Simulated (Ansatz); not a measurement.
# CoO (I4/mmm) in Ansatz: notebook

One crystal, CoO, is run at these levels: LDA; tasks: single point, equation of state.

Program: Ansatz 0.2.0. These are calculated values, not measurements. Logs are shortened: lines on timing, memory, paths and dates and some standing lists are left out, and cuts for length are marked.

**1. Starting point**

The structure is tetragonal, space group I4/mmm (No. 139). Conventional cell: a = 3.016 Å, b = 3.016 Å, c = 4.214 Å, α = 90.00°, β = 90.00°, γ = 90.00°. Co (site symmetry 4/mmm) is surrounded by 6 O at 2.11 to 2.13 Å. O (site symmetry 4/mmm) is surrounded by 6 Co at 2.11 to 2.13 Å.

**2. Single point, LDA, collinear spin, ferromagnetic start, 9.01 Å³/atom (volume scaled by 0.94)**

Contents of input.yaml:

```yaml
crystal:
  lattice:
    - [-1.4772158519, 1.4772158519, 2.0642304156]
    - [1.4772158519, -1.4772158519, 2.0642304156]
    - [1.4772158519, 1.4772158519, -2.0642304156]
  atoms:
    - { symbol: Co, position: [0.0, 0.0, 0.0], spin: 2.0 }
    - { symbol: O, position: [0.5, 0.5, 0.0] }
kpoints:
  mp_grid: { grid: [12, 12, 12] }
scf:
  occupations: { method: fermi_dirac, width: 0.05 }
hamiltonian:
  xc: lda
  pseudopotentials: { kind: all_electron, lapw: { basis_error: 0.001 } }
magnetization:
  spin_polarized: true
output:
  forces: true
  stress: true
  eigenvalues: true
```

Potentials or basis: all-electron LAPW, scalar-relativistic.

Run with:

```
$ ansatz run input.yaml --threads 2 --pin off --max-ram 6144MiB --backend cpu --events-out ev --progress --plain --runs-dir out
```

Log:

```text
Warning: RAYON_NUM_THREADS=2 ignored (pool sized by the plan → 2); use --threads N
LAPW: plane waves up to 10.055 Å⁻¹, error target 1.0e-3 eV per atom; small_component_spin mean_spin; O in spheres of 0.934 Å, 8 of its electrons in bands, Dirac shells []; Co in spheres of 1.130 Å, 17 of its electrons in bands, Dirac shells [] (how accurate: hamiltonian.pseudopotentials.lapw.basis_error, Limitations)
Engine: ansatz 0.2.0, aarch64-unknown-linux-gnu
Pseudopotentials: kind: all_electron
Pseudopotential: Co, LAPW, valence charge 17, lapw/all_electron/scalar/gaussian/Co, Koelling and Harmon's equation, gaussian nucleus
Pseudopotential: O, LAPW, valence charge 8, lapw/all_electron/scalar/gaussian/O, Koelling and Harmon's equation, gaussian nucleus
Functional definition: SPW92
  exchange = slater_x
  correlation = pw_c
Crystal: 2 atoms, lattice volume = 18.018 Å³
Basis set: ecut = 385.22066331632305 eV, 323 PW (Γ), exchange–correlation at level 2
Bands: 18, of which v1, the nominal top of the filled ones, is band 13 counted from 1 (12 counted from 0)
Symmetry: 16 space group operations
Space group: I4/mmm (ITA 139), of the structure as read, at distance tolerance 2.6e-5 Å
Magnetic group: BNS 139.531 (UNI 1191), of the structure as read, at distance tolerance 2.6e-5 Å
k-points: 163 of 1728
Non-local potential: Co, projectors of the file, none
Non-local potential: O, projectors of the file, none
Initial density: superposition of atomic densities (chi_scale 0.1, normalization cell, long waves kept (reshape's long-wave potential 0.00 eV rms))
Starting moments: Σ|m| = 2 μB on 1 of 2 sites
Initial wavefunctions: plane waves of lowest kinetic energy (no species holds an atomic orbital)
Functional: x = slater, c = lda
iter 1 solved again at ethr=5.85e-3 eV; its pass at ethr=1.00e-1 eV (dr2=1.46e0 eV) is discarded
SCF iter   1: F=—  HF=-39889.776219 eV  |F-HF|=—  |Δ(HF+E_count)|=         —  Δρ=6.06e-2 (↑6.06e-2 ↓6.06e-2)  dr2=1.46e0  dr2_m=2.85e-1  M=2.999 μB ∫|m|=3.000 μB  β_m=0.30  ethr=5.85e-3  ⟨swp⟩=2.0  Hψ=38522  notcnv=0
Mixer restart at iter 1: flushing history
preconditioner: auto → none  [metal: Δε(μ)=0.008 eV  Ē_g=14.630 eV  σ=0.050 eV  W_gap=0.04  n_scr=8 (ndim 8)  ℏωp=33.9 eV  f_vac=0.000  D(μ)=3.70/eV (n_scr^D=64)  sad-step TF]
SCF iter   2: F=—  HF=-39888.983644 eV  |F-HF|=—  |Δ(HF+E_count)|=   7.93e-1  Δρ=2.84e-2 (↑2.84e-2 ↓1.95e-2)  dr2=2.40e-1  dr2_m=4.70e-2  M=2.703 μB ∫|m|=2.704 μB  β_m=0.38  ethr=5.84e-3  ⟨swp⟩=2.0  Hψ=17598  notcnv=0
SCF iter   3: F=—  HF=-39888.931761 eV  |F-HF|=—  |Δ(HF+E_count)|=         —  Δρ=1.28e-2 (↑1.28e-2 ↓5.50e-3)  dr2=4.76e-2  dr2_m=6.31e-3  M=2.591 μB ∫|m|=2.596 μB  β_m=0.38  ethr=9.59e-4  ⟨swp⟩=2.0  Hψ=17581  notcnv=0
Mixer restart at iter 3: flushing history
SCF iter   4: F=—  HF=-39888.932422 eV  |F-HF|=—  |Δ(HF+E_count)|=         —  Δρ=7.10e-3 (↑7.10e-3 ↓2.76e-3)  dr2=1.06e-2  dr2_m=2.28e-3  M=2.544 μB ∫|m|=2.550 μB  β_m=0.55  ethr=1.90e-4  ⟨swp⟩=2.0  Hψ=16312  notcnv=0
the basis was enlarged: its passes take 570.4 KiB over the memory plan, 2 of 2 planned eigensolver slots
SCF iter   5: F=—  HF=-39888.948113 eV  |F-HF|=—  |Δ(HF+E_count)|=   1.57e-2  Δρ=3.57e-3 (↑3.57e-3 ↓2.36e-3)  dr2=5.85e-3  dr2_m=3.51e-4  M=2.556 μB ∫|m|=2.563 μB  β_m=0.49  ethr=4.25e-5  ⟨swp⟩=2.0  Hψ=16289  notcnv=0
iter 6 solved again at ethr=8.39e-7 eV; its pass at ethr=2.34e-5 eV (dr2=2.10e-4 eV) is discarded
SCF iter   6: F=—  HF=-39888.945278 eV  |F-HF|=—  |Δ(HF+E_count)|=   2.83e-3  Δρ=1.91e-3 (↑1.14e-3 ↓1.91e-3)  dr2=2.10e-4  dr2_m=3.59e-4  M=2.507 μB ∫|m|=2.515 μB  β_m=0.74  ethr=8.39e-7  ⟨swp⟩=2.0  Hψ=27909  notcnv=0
SCF iter   7: F=—  HF=-39888.945777 eV  |F-HF|=—  |Δ(HF+E_count)|=   5.00e-4  Δρ=6.91e-4 (↑6.91e-4 ↓2.93e-4)  dr2=7.20e-5  dr2_m=2.29e-5  M=2.508 μB ∫|m|=2.516 μB  β_m=0.57  ethr=8.39e-7  ⟨swp⟩=3.0  Hψ=16812  notcnv=0
SCF iter   8: F=—  HF=-39888.945431 eV  |F-HF|=—  |Δ(HF+E_count)|=   3.46e-4  Δρ=1.88e-4 (↑1.88e-4 ↓1.59e-4)  dr2=1.13e-6  dr2_m=4.69e-6  M=2.506 μB ∫|m|=2.514 μB  β_m=0.54  ethr=2.88e-7  ⟨swp⟩=3.0  Hψ=17005  notcnv=0
SCF iter   9: F=—  HF=-39888.945428 eV  |F-HF|=—  |Δ(HF+E_count)|=   3.56e-6  Δρ=6.04e-5 (↑5.87e-5 ↓6.04e-5)  dr2=5.26e-8  dr2_m=5.69e-7  M=2.506 μB ∫|m|=2.514 μB  β_m=0.77  ethr=4.53e-9  ⟨swp⟩=2.5  Hψ=16356  notcnv=0
SCF iter  10: F=—  HF=-39888.945428 eV  |F-HF|=—  |Δ(HF+E_count)|=   1.81e-7  Δρ=1.24e-5 (↑7.01e-6 ↓1.24e-5)  dr2=1.43e-8  dr2_m=1.29e-8  M=2.506 μB ∫|m|=2.514 μB  β_m=0.89  ethr=2.10e-10  ⟨swp⟩=2.5  Hψ=16527  notcnv=0
SCF iter  11: F=—  HF=-39888.945428 eV  |F-HF|=—  |Δ(HF+E_count)|=   8.10e-9  Δρ=2.16e-6 (↑1.94e-6 ↓2.16e-6)  dr2=2.25e-11  dr2_m=6.90e-10  M=2.506 μB ∫|m|=2.514 μB  β_m=0.88  ethr=5.70e-11  ⟨swp⟩=2.3  Hψ=16196  notcnv=0
SCF iter  12: F=-39888.945428 eV  HF=-39888.945428 eV  |F-HF|=2.91e-11  |Δ(HF+E_count)|=  1.09e-10  Δρ=2.91e-7 (↑2.88e-7 ↓2.91e-7)  dr2=1.16e-11  dr2_m=1.12e-11  M=2.506 μB ∫|m|=2.514 μB  ethr=5.42e-12 (applied; sched 1.00e-12)  ⟨swp⟩=2.0  Hψ=16044  notcnv=0
SCF 1 converged in 12 iterations: F = -39888.945428 eV  dr2 = 1.16e-11
SCF converged after 12 iterations
Magnetization: 2.5063 μB (13.7532 up, 11.2468 down)
Absolute magnetization: 2.5143 μB (∫|ρ↑−ρ↓|)
Spin contamination: 0.0098 ħ² per cell (⟨S²⟩ above its minimum at these occupations)
Per-site moments (μB) at R_I (Å): [(2.2241468432596623, 1.1299161919496261), (0.25429796560471196, 0.9343141928909438)]
Free energy (F): -39888.945428 eV
Harris-Foulkes:  -39888.945428 eV  (|F-HF|=2.91e-11)
Internal energy: -39888.912503 eV  (E = F + TS)
E sigma→0 (E₀):  -39888.928966 eV
Entropy (-TS):   -0.032925 eV (-16.462 meV/atom)
Fermi energy:    15.251791 eV
--- Per-component energies (eV) ---
  E_band       = -1250.123313
  E_kinetic    = 40424.522752
  E_xc         = -1780.039876
  E_electrostatic = -78533.395379  (all electrons and nuclei)
  E_smearing   = -0.032925  (= −TS)
  E_closure    = 0.000000  (closes the sum)
  E_atoms      = -39872.808796  (free atoms, spherical and without spin; not in F)
  Σ components = -39888.945428   (vs F -39888.945428, Δ=0.00e0)
  Basis errors (estimates in eV, not in F): energy 3.6e-4 per atom: plane waves 3.3e-4 (1.8e-4 summed), levels above the bands 2.5e-140, relativity 5.9e-9, radial functions 3.3e-5, core shells 2.0e-8; eigenvalues (radial functions only) 2.3e-6; not estimated: angular momenta, meshes, grids; target (lapw.basis_error) 1.0e-3; muffin-tin radii O 0.934 Å, Co 1.130 Å
--- Forces (eV/Å), atoms counted from 1 ---
  atom   1  Co     0.00000000    -0.00000000    -0.00000000
  atom   2  O      0.00000000    -0.00000000    -0.00000000
  max |Σ_I F_I| component: 7.16e-30 eV/Å
--- Stress (GPa, compression-positive) ---
      -10.735771       0.000000       0.000000
        0.000000     -10.735771      -0.000000
        0.000000      -0.000000     -10.471968
  P = ⅓ Tr σ = -10.6478 GPa (-106.478 kbar)
--- Band table (eV; the first three rows and the last of 326) ---
  k-point 0 ↑: bands = ["-488.2102", "-80.5337", "-44.2237", "-44.1862", "-44.1862", "-5.5914", "11.5244", "11.5613", "11.5613", "12.1787", "12.1787", "12.2561", "12.2589", "12.2618", "16.4902", "31.9658", "33.6373", "33.6373"]
  k-point 1 ↑: bands = ["-488.2102", "-80.5333", "-44.2251", "-44.1896", "-44.1875", "-5.4820", "10.3388", "11.1673", "11.2174", "12.1055", "12.2877", "12.5663", "12.6326", "13.0911", "17.1353", "30.6858", "32.9287", "32.9983"]
  k-point 2 ↑: bands = ["-488.2102", "-80.5319", "-44.2289", "-44.1989", "-44.1910", "-5.1872", "8.9474", "10.7210", "10.7787", "11.9082", "12.3632", "13.0716", "13.1274", "13.6361", "18.6682", "29.2929", "31.2087", "31.8961"]
  k-point 162 ↓: bands = ["-487.9482", "-77.9914", "-41.8207", "-41.7564", "-41.7564", "-3.6262", "8.0233", "10.6785", "10.6785", "12.6537", "15.2447", "15.4173", "15.4173", "15.8610", "22.0277", "25.6960", "27.7854", "31.9137"]
```

Wall time 34 s (2 threads of Arm Neoverse V1, shared host); peak memory 0.69 GiB.

Results:

```yaml
Free_energy: -39888.9454 eV
Pressure: -10.6 GPa
Band_gap_on_the_k_mesh: none (metal or under the smearing width)
Net_moment: 2.51 μB per cell
Absolute_moment: 2.51 μB per cell
Site_moments: Co +2.22; O +0.25 μB
```

Caveat: a cell with one magnetic atom can't hold antiferromagnetic order, which such compounds often take; semilocal functionals often make such compounds metallic where correlation or magnetic order opens a gap, which also shifts bond lengths.

**3. Single point, LDA, collinear spin, ferromagnetic start, 9.20 Å³/atom (volume scaled by 0.96)**

input.yaml, as its differences from that of step 2:

```diff
@@ -2,5 +2,5 @@
   lattice:
-    - [-1.4772158519, 1.4772158519, 2.0642304156]
-    - [1.4772158519, -1.4772158519, 2.0642304156]
-    - [1.4772158519, 1.4772158519, -2.0642304156]
+    - [-1.4876191232, 1.4876191232, 2.0787677284]
+    - [1.4876191232, -1.4876191232, 2.0787677284]
+    - [1.4876191232, 1.4876191232, -2.0787677284]
   atoms:
```

Potentials or basis: all-electron LAPW, scalar-relativistic.

Run with:

```
$ ansatz run input.yaml --threads 2 --pin off --max-ram 6144MiB --backend cpu --events-out ev --progress --plain --runs-dir out
```

Run time: 32 s. Hardware: 2 threads of Arm Neoverse V1, shared host; peak memory 0.69 GiB.

It converged, with:

```
Free energy            : -39888.9166 eV
Pressure               : -13.4 GPa
Band gap on the k mesh : none (metal or under the smearing width)
Net moment             : 2.63 μB per cell
Absolute moment        : 2.64 μB per cell
Site moments           : Co +2.32; O +0.28 μB
```

Caveat: a cell with one magnetic atom can't hold antiferromagnetic order, which such compounds often take; semilocal functionals often make such compounds metallic where correlation or magnetic order opens a gap, which also shifts bond lengths.

**4. Single point, LDA, collinear spin, ferromagnetic start, 9.39 Å³/atom (volume scaled by 0.98)**

input.yaml, as its differences from that of step 3:

```diff
@@ -2,5 +2,5 @@
   lattice:
-    - [-1.4876191232, 1.4876191232, 2.0787677284]
-    - [1.4876191232, -1.4876191232, 2.0787677284]
-    - [1.4876191232, 1.4876191232, -2.0787677284]
+    - [-1.4978788897, 1.4978788897, 2.0931045106]
+    - [1.4978788897, -1.4978788897, 2.0931045106]
+    - [1.4978788897, 1.4978788897, -2.0931045106]
   atoms:
```

Run with:

```
$ ansatz run input.yaml --threads 2 --pin off --max-ram 6144MiB --backend cpu --events-out ev --progress --plain --runs-dir out
```

It took 36 s on 2 threads of Arm Neoverse V1, shared host; peak memory 0.68 GiB.

Results (log left out):

```
Free energy            : -39888.8819 eV
Pressure               : -15.6 GPa
Band gap on the k mesh : none (metal or under the smearing width)
Net moment             : 2.76 μB per cell
Absolute moment        : 2.77 μB per cell
Site moments           : Co +2.42; O +0.31 μB
```

Caveat: a cell with one magnetic atom can't hold antiferromagnetic order, which such compounds often take; semilocal functionals often make such compounds metallic where correlation or magnetic order opens a gap, which also shifts bond lengths.

**5. Single point, LDA, collinear spin, ferromagnetic start, 9.58 Å³/atom**

input.yaml, as its differences from that of step 4:

```diff
@@ -2,5 +2,5 @@
   lattice:
-    - [-1.4978788897, 1.4978788897, 2.0931045106]
-    - [1.4978788897, -1.4978788897, 2.0931045106]
-    - [1.4978788897, 1.4978788897, -2.0931045106]
+    - [-1.508, 1.508, 2.1072475377]
+    - [1.508, -1.508, 2.1072475377]
+    - [1.508, 1.508, -2.1072475377]
   atoms:
```

Run with:

```
$ ansatz run input.yaml --threads 2 --pin off --max-ram 6144MiB --backend cpu --events-out ev --progress --plain --runs-dir out
```

It took 33 s on 2 threads of Arm Neoverse V1, shared host; peak memory 0.69 GiB.

It converged, with:

| Item | Value |
| --- | --- |
| Free energy | -39888.8418 eV |
| Pressure | -17.9 GPa |
| Band gap on the k mesh | none (metal or under the smearing width) |
| Net moment | 2.85 μB per cell |
| Absolute moment | 2.86 μB per cell |
| Site moments | Co +2.49; O +0.33 μB |

Caveat: a cell with one magnetic atom can't hold antiferromagnetic order, which such compounds often take; semilocal functionals often make such compounds metallic where correlation or magnetic order opens a gap, which also shifts bond lengths.

**6. Single point, LDA, collinear spin, ferromagnetic start, 9.78 Å³/atom (volume scaled by 1.02)**

input.yaml, as its differences from that of step 5:

```diff
@@ -2,5 +2,5 @@
   lattice:
-    - [-1.508, 1.508, 2.1072475377]
-    - [1.508, -1.508, 2.1072475377]
-    - [1.508, 1.508, -2.1072475377]
+    - [-1.517987046, 1.517987046, 2.1212032261]
+    - [1.517987046, -1.517987046, 2.1212032261]
+    - [1.517987046, 1.517987046, -2.1212032261]
   atoms:
```

Potentials or basis: all-electron LAPW, scalar-relativistic.

Run with:

```
$ ansatz run input.yaml --threads 2 --pin off --max-ram 6144MiB --backend cpu --events-out ev --progress --plain --runs-dir out
```

Wall time 32 s (2 threads of Arm Neoverse V1, shared host); peak memory 0.67 GiB.

It converged, with:

```yaml
Free_energy: -39888.7960 eV
Pressure: -20.3 GPa
Band_gap_on_the_k_mesh: none (metal or under the smearing width)
Net_moment: 2.91 μB per cell
Absolute_moment: 2.92 μB per cell
Site_moments: Co +2.54; O +0.35 μB
```

Caveat: a cell with one magnetic atom can't hold antiferromagnetic order, which such compounds often take; semilocal functionals often make such compounds metallic where correlation or magnetic order opens a gap, which also shifts bond lengths.

**7. Single point, LDA, collinear spin, ferromagnetic start, 9.97 Å³/atom (volume scaled by 1.04)**

input.yaml, as its differences from that of step 6:

```diff
@@ -2,5 +2,5 @@
   lattice:
-    - [-1.517987046, 1.517987046, 2.1212032261]
-    - [1.517987046, -1.517987046, 2.1212032261]
-    - [1.517987046, 1.517987046, -2.1212032261]
+    - [-1.527844381, 1.527844381, 2.134977659]
+    - [1.527844381, -1.527844381, 2.134977659]
+    - [1.527844381, 1.527844381, -2.134977659]
   atoms:
```

Run with:

```
$ ansatz run input.yaml --threads 2 --pin off --max-ram 6144MiB --backend cpu --events-out ev --progress --plain --runs-dir out
```

Wall time 32 s (2 threads of Arm Neoverse V1, shared host); peak memory 0.66 GiB.

Results (log left out):

```
Free energy            : -39888.7446 eV
Pressure               : -22.6 GPa
Band gap on the k mesh : none (metal or under the smearing width)
Net moment             : 2.95 μB per cell
Absolute moment        : 2.96 μB per cell
Site moments           : Co +2.57; O +0.36 μB
```

Caveat: a cell with one magnetic atom can't hold antiferromagnetic order, which such compounds often take; semilocal functionals often make such compounds metallic where correlation or magnetic order opens a gap, which also shifts bond lengths.

**8. Single point, LDA, collinear spin, ferromagnetic start, 10.16 Å³/atom (volume scaled by 1.06)**

input.yaml, as its differences from that of step 7:

```diff
@@ -2,5 +2,5 @@
   lattice:
-    - [-1.527844381, 1.527844381, 2.134977659]
-    - [1.527844381, -1.527844381, 2.134977659]
-    - [1.527844381, 1.527844381, -2.134977659]
+    - [-1.5375761362, 1.5375761362, 2.1485766095]
+    - [1.5375761362, -1.5375761362, 2.1485766095]
+    - [1.5375761362, 1.5375761362, -2.1485766095]
   atoms:
```

Run with:

```
$ ansatz run input.yaml --threads 2 --pin off --max-ram 6144MiB --backend cpu --events-out ev --progress --plain --runs-dir out
```

Wall time 34 s (2 threads of Arm Neoverse V1, shared host); peak memory 0.67 GiB.

Results (log left out):

```
Free energy            : -39888.6878 eV
Pressure               : -24.8 GPa
Band gap on the k mesh : none (metal or under the smearing width)
Net moment             : 2.97 μB per cell
Absolute moment        : 2.99 μB per cell
Site moments           : Co +2.59; O +0.36 μB
```

Caveat: a cell with one magnetic atom can't hold antiferromagnetic order, which such compounds often take; semilocal functionals often make such compounds metallic where correlation or magnetic order opens a gap, which also shifts bond lengths.

**9. Equation of state, LDA, collinear spin, ferromagnetic start**

Potentials or basis: all-electron LAPW, scalar-relativistic.

This step only gathers the single runs of the series.

Results:

```
Equilibrium volume : outside the volumes run
```

Energy against volume, from the lowest point:
| volume (Å³/atom) | energy (meV/atom) |
| --- | --- |
| 9.009 | 0.00 |
| 9.201 | 14.44 |
| 9.392 | 31.79 |
| 9.584 | 51.83 |
| 9.776 | 74.72 |
| 9.967 | 100.43 |
| 10.159 | 128.82 |
